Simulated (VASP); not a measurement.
# ZnSe (Stilleite) (F-43m) in VASP: notebook

One crystal, ZnSe (Stilleite), is run at these levels: HSE06; tasks: single point.

Everything below comes from runs of VASP 6.6.1. Logs are shortened: lines on timing, memory, paths and dates and some standing lists are left out, and cuts for length are marked.

## 1. Starting point

Symmetry: F-43m, No. 216, cubic system. The conventional cell has a = 5.668 Å, b = 5.668 Å, c = 5.668 Å, α = 90.00°, β = 90.00°, γ = 90.00°. Se (site symmetry -43m) has 4 Zn at 2.45 Å as nearest neighbours. Zn (site symmetry -43m) has 4 Se at 2.45 Å as nearest neighbours.

## 2. Single point, HSE06

Input file POSCAR:

```
ZnSe
1.0
    0.0000000000      2.8338000000      2.8338000000
    2.8338000000      0.0000000000      2.8338000000
    2.8338000000      2.8338000000      0.0000000000
Se Zn
1 1
Direct
    0.7500000000      0.7500000000      0.7500000000
    0.0000000000      0.0000000000      0.0000000000
```

Input file INCAR.step1:

```
PREC     = Accurate       # precision mode
ENCUT    = 350            # plane-wave cutoff, eV
EDIFF    = 1E-5           # SCF threshold, eV
ISMEAR   = 0              # smearing method
SIGMA    = 0.01           # smearing width, eV
LREAL    = F              # projectors in reciprocal space
LASPH    = T              # aspherical terms in the spheres
NELM     = 100            # most SCF steps
ALGO     = Normal         # electronic algorithm
ISIF     = 2              # what is computed and relaxed
LWAVE    = T              # write WAVECAR
LCHARG   = F              # write CHGCAR
NBANDS   = 17             # bands
NKRED    = 1            
GGA      = PE             # functional
```

Input file INCAR.step2:

```
PREC     = Accurate       # precision mode
ENCUT    = 350            # plane-wave cutoff, eV
EDIFF    = 1E-6           # SCF threshold, eV
ISMEAR   = 0              # smearing method
SIGMA    = 0.01           # smearing width, eV
LREAL    = F              # projectors in reciprocal space
LASPH    = T              # aspherical terms in the spheres
NELM     = 100            # most SCF steps
ALGO     = Normal         # electronic algorithm
ISIF     = 2              # what is computed and relaxed
LWAVE    = F              # write WAVECAR
LCHARG   = F              # write CHGCAR
GGA      = PE             # functional
LHFCALC  = T              # exact exchange
HFSCREEN = 0.2            # screening, 1/A
PRECFOCK = Accurate     
NBANDS   = 17             # bands
NKRED    = 1            
ISTART   = 1
```

Input file KPOINTS:

```
Automatic mesh
0
Gamma
  4 4 4
```

Potentials or basis: VASP PAW PBE potentials, release 64 (Se, Zn).

The run is started by

```sh
$ cat potpaw_PBE.64/Se/POTCAR potpaw_PBE.64/Zn/POTCAR > POTCAR
$ cp INCAR.step1 INCAR
$ mpirun -np 1 vasp_std > vasp.out
$ cp INCAR.step2 INCAR
$ mpirun -np 1 vasp_std > vasp.out
```

OUTCAR:

```text
PREC = Accurate
   ENCUT = 350
   EDIFF = 1E-6
   ISMEAR = 0
   LREAL = F
   LASPH = T
   NELM = 100
   ISIF = 2
   GGA = PE
   LHFCALC = T
   HFSCREEN = 0.2
   PRECFOCK = Accurate
   NKRED = 1
   ISTART = 1

 Found      8 irreducible k-points:

 Following reciprocal coordinates:
            Coordinates               Weight
  0.000000  0.000000  0.000000      1.000000
  0.250000  0.000000  0.000000      8.000000
  0.500000  0.000000  0.000000      4.000000
  0.250000  0.250000  0.000000      6.000000
  0.500000  0.250000  0.000000     24.000000
 -0.250000  0.250000  0.000000     12.000000
   k-points           NKPTS =      8   k-points in BZ     NKDIM =     64   number of bands    NBANDS=     17
   number of dos      NEDOS =    301   number of ions     NIONS =      2
   total plane-waves  NPLWV =  13824
   dimension x,y,z NGX =    24 NGY =   24 NGZ =   24
   dimension x,y,z NGXF=    48 NGYF=   48 NGZF=   48
   ions per type =               1   1
   NGX,Y,Z   is equivalent  to a cutoff of   9.96,  9.96,  9.96 a.u.
   NGXF,Y,Z  is equivalent  to a cutoff of  19.91, 19.91, 19.91 a.u.
 SYSTEM =  unknown system
   PREC   = accura    normal or accurate (medium, high low for compatibility)
   ISTART =      1    job   : 0-new  1-cont  2-samecut
   ICHARG =      0    charge: 1-file 2-atom 10-const
   ISPIN  =      1    spin polarized calculation?
   LNONCOLLINEAR =      F non collinear calculations
   LSORBIT =      F    spin-orbit coupling
   LASPH  =      T    aspherical Exc in radial PAW
   ENCUT  =  350.0 eV  25.72 Ry    5.07 a.u.   6.11  6.11  6.11*2*pi/ulx,y,z
   NELM   =    100;   NELMIN=  2; NELMDL=  0     # of ELM steps
   EDIFF  = 0.1E-05   stopping-criterion for ELM
   LREAL  =      F    real-space projection
   EDIFFG = 0.1E-04   stopping-criterion for IOM
   NSW    =      0    number of steps for IOM
   IBRION =     -1    ionic relax: 0-MD 1-quasi-New 2-CG
   NFREE  =      0    steps in history (QN), initial steepest desc. (CG)
   ISIF   =      2    stress and relaxation
   ISYM   =      3    0-nonsym 1-usesym 2-fastsym
   POTIM  = 0.5000    time-step for ionic-motion
   TEBEG  =    0.0;   TEEND  =   0.0 temperature during run
   PSTRESS=    0.0 pullay stress
   NELECT =      18.0000    total number of electrons
   NUPDOWN=      -1.0000    fix difference up-down
   EMIN   =  10.00;   EMAX   =-10.00  energy-range for DOS
   EFERMI =   0.00;   METHOD = LEGACY
   ISMEAR =     0;   SIGMA  =   0.01  broadening in eV -4-tet -1-fermi 0-gaus
   EFERMI_NEDOS =   21; number of points for ismear=-14 and -15
   IALGO  =     38    algorithm
   IMIX   =      1    mixing-type and parameters
     AMIX     =   0.40;   BMIX     =  1.00
     AMIX_MAG =   1.60;   BMIX_MAG =  1.00
  volume/ion in A,a.u.               =      22.76       153.57
  Fermi-wavevector in a.u.,A,eV,Ry     =   1.201673  2.270834 19.647073  1.444019
  Thomas-Fermi vector in A             =   2.337476
   LORBIT       =      0    0 simple, 1 ext, 2 COOP (PROOUT), +10 PAW based schemes
   GGA     = PE    functional components
   LHFCALC =     T    Hartree Fock is set to
   PRECFOCK=accur.    Normal, Fast or Accurate (Low or Medium for compatibility)
   ENCUT4O =  -1.0   cutoff for four orbital integrals eV
   NKREDX  =     1    reduce k-point grid by
   NKREDY  =     1    reduce k-point grid by
   NKREDZ  =     1    reduce k-point grid by
   AEXX    =    0.2500 exact exchange contribution
   HFSCREEN=    0.2000 screening length (either q_TF or 0.3 A-1)
   HFSCREENC=   0.2000 screening length for correlation (either q_TF or 0.3 A-1)
   ENCUTFOCK=  -1.0 apply spherical cutoff to Coloumb kernel
   IVDW    =     0    specifies the selected vdW correction
   LEPSILON=     F    determine dielectric tensor
   LRPA    =     F    only Hartree local field effects (RPA)
 non-spin polarized calculation
 Gauss-broadening in eV      SIGMA  =   0.01
  energy-cutoff  :      350.00
  volume of cell :       45.51
 maximum number of plane-waves:       692

 number of electron      17.9999993 magnetization

 Free energy of the ion-electron system (eV)
  ---------------------------------------------------
  ext. energy  EPLUGINS =         0.00000000
  ---------------------------------------------------
  free energy    TOTEN  =        -7.39034442 eV

  energy without entropy =       -7.39034442  energy(sigma->0) =       -7.39034442

 E-fermi :   1.0802     XC(G=0):  -7.7145

 val. band max:        0.9626487970   @ k =   0.0000   0.0000   0.0000
 cond. band min:       3.4061500890   @ k =   0.0000   0.0000   0.0000
 fundamental gap:      2.4435012920
 Fermi energy:         1.0801658592

 k-point     1 :       0.0000    0.0000    0.0000
  band No.  band energies     occupation
      1     -13.4042      2.00000
      2      -7.2146      2.00000
      3      -7.2146      2.00000
      4      -7.2146      2.00000
      5      -6.8847      2.00000
      6      -6.8847      2.00000
[... 9 lines left out ...]
     16      13.6844      0.00000
     17      15.2906      0.00000

 k-point     2 :       0.2500    0.0000    0.0000
  band No.  band energies     occupation
      1     -13.0072      2.00000
      2      -7.1686      2.00000
      3      -7.1686      2.00000
      4      -7.1038      2.00000
      5      -6.8852      2.00000
      6      -6.8852      2.00000
[... 9 lines left out ...]
     16      12.9066      0.00000
     17      16.4119      0.00000

 k-point     3 :       0.5000    0.0000    0.0000
  band No.  band energies     occupation
      1     -12.5427      2.00000
      2      -7.1340      2.00000
      3      -7.1340      2.00000
      4      -6.8707      2.00000
      5      -6.8707      2.00000
      6      -6.7003      2.00000
[... 9 lines left out ...]
     16      15.4961      0.00000
     17      16.7625      0.00000

 k-point     4 :       0.2500    0.2500    0.0000
  band No.  band energies     occupation
      1     -12.8742      2.00000
      2      -7.1571      2.00000
      3      -7.1145      2.00000
      4      -7.1145      2.00000
      5      -6.9030      2.00000
      6      -6.8638      2.00000
[... 9 lines left out ...]
     16      16.2696      0.00000
     17      17.5508      0.00000

 k-point     5 :       0.5000    0.2500    0.0000
  band No.  band energies     occupation
      1     -12.4078      2.00000
      2      -7.1095      2.00000
      3      -7.0629      2.00000
      4      -6.9582      2.00000
      5      -6.8623      2.00000
      6      -6.6906      2.00000
[... 9 lines left out ...]
     16      16.5310      0.00000
     17      16.7756      0.00000

 k-point     6 :      -0.2500    0.2500    0.0000
  band No.  band energies     occupation
      1     -12.5639      2.00000
      2      -7.1167      2.00000
      3      -7.1091      2.00000
      4      -6.9285      2.00000
      5      -6.8964      2.00000
      6      -6.7976      2.00000
[... 9 lines left out ...]
     16      16.5357      0.00000
     17      16.9320      0.00000

 [... further k-points ...]
[... 5 lines left out ...]
  --------------------------------------------------------------------------------------
  -------------------------------------------------------------------------------------
  Total        0.3273653      0.3273653      0.3273653      0.0000000     -0.0000000      0.0000000
  in kB       11.5240636     11.5240636     11.5240636      0.0000000     -0.0000000      0.0000000
  external PRESSURE =      11.5240636 kB  Pullay stress =       0.0000000 kB

 VOLUME and BASIS-vectors are now :
 -----------------------------------------------------------------------------
  energy-cutoff  :      350.00
  volume of cell :       45.51
      direct lattice vectors                 reciprocal lattice vectors
     0.000000000  2.833800000  2.833800000    -0.176441527  0.176441527  0.176441527
     2.833800000  0.000000000  2.833800000     0.176441527 -0.176441527  0.176441527
     2.833800000  2.833800000  0.000000000     0.176441527  0.176441527 -0.176441527

 POSITION                                       TOTAL-FORCE (eV/Angst)
 -----------------------------------------------------------------------------------
      4.25070      4.25070      4.25070         0.000000     -0.000000     -0.000000
      0.00000      0.00000      0.00000        -0.000000      0.000000      0.000000
 -----------------------------------------------------------------------------------
    total drift:                               -0.000183     -0.000181     -0.000127

  FREE ENERGIE OF THE ION-ELECTRON SYSTEM (eV)
  ---------------------------------------------------
  free  energy   TOTEN  =        -7.3903444205 eV

  energy  without entropy=       -7.3903444205  energy(sigma->0) =       -7.39034442
```

OUTCAR.step1:

```text
PREC = Accurate
   ENCUT = 350
   EDIFF = 1E-5
   ISMEAR = 0
   LREAL = F
   LASPH = T
[... 231 lines left out ...]
 -----------------------------------------------------------------------------------
      4.25070      4.25070      4.25070        -0.000000      0.000000      0.000000
      0.00000      0.00000      0.00000         0.000000     -0.000000     -0.000000
 -----------------------------------------------------------------------------------
    total drift:                                0.000006      0.000006      0.000005

  FREE ENERGIE OF THE ION-ELECTRON SYSTEM (eV)
  ---------------------------------------------------
  free  energy   TOTEN  =        -5.9520550248 eV

  energy  without entropy=       -5.9520550248  energy(sigma->0) =       -5.95205502
```

OSZICAR.step1:

```text
N       E                     dE             d eps       ncg     rms          rms(c)
DAV:   1     0.794833643853E+02    0.79483E+02   -0.73482E+03   272   0.953E+02
DAV:   2    -0.102362520490E+01   -0.80507E+02   -0.75912E+02   329   0.203E+02
DAV:   3    -0.620726181168E+01   -0.51836E+01   -0.51496E+01   305   0.548E+01
DAV:   4    -0.625562285043E+01   -0.48361E-01   -0.48340E-01   329   0.562E+00
DAV:   5    -0.625582161671E+01   -0.19877E-03   -0.19875E-03   316   0.335E-01    0.481E+00
DAV:   6    -0.597395882238E+01    0.28186E+00   -0.50826E-01   385   0.216E+01    0.366E+00
DAV:   7    -0.595161343443E+01    0.22345E-01   -0.14864E-01   301   0.318E+00    0.155E+00
DAV:   8    -0.595163336343E+01   -0.19929E-04   -0.47162E-03   358   0.662E-01    0.457E-01
DAV:   9    -0.595194126653E+01   -0.30790E-03   -0.12073E-03   296   0.246E-01    0.680E-02
DAV:  10    -0.595205644856E+01   -0.11518E-03   -0.18436E-04   329   0.899E-02    0.230E-02
DAV:  11    -0.595205502483E+01    0.14237E-05   -0.35416E-05   282   0.404E-02
   1 F= -.59520550E+01 E0= -.59520550E+01  d E =-.193036E-31
```

It took 3.8 min on 1 thread of Intel Xeon 6975P-C (Granite Rapids), shared host; peak memory 0.25 GiB.

These settings aren't checked as converged: the numbers below hold their error.

What came out:

```
Free energy            : -7.3903 eV
Pressure               : 1.2 GPa
Band gap on the k mesh : 2.44 eV, direct
```

Caveat: the k mesh is coarse (spacing up to 0.48 Å⁻¹), so the values aren't converged, least of all with exact exchange; the PAW data sets were made with another functional, which shifts forces and pressure a little.

(Continued in part 2 of 2.)
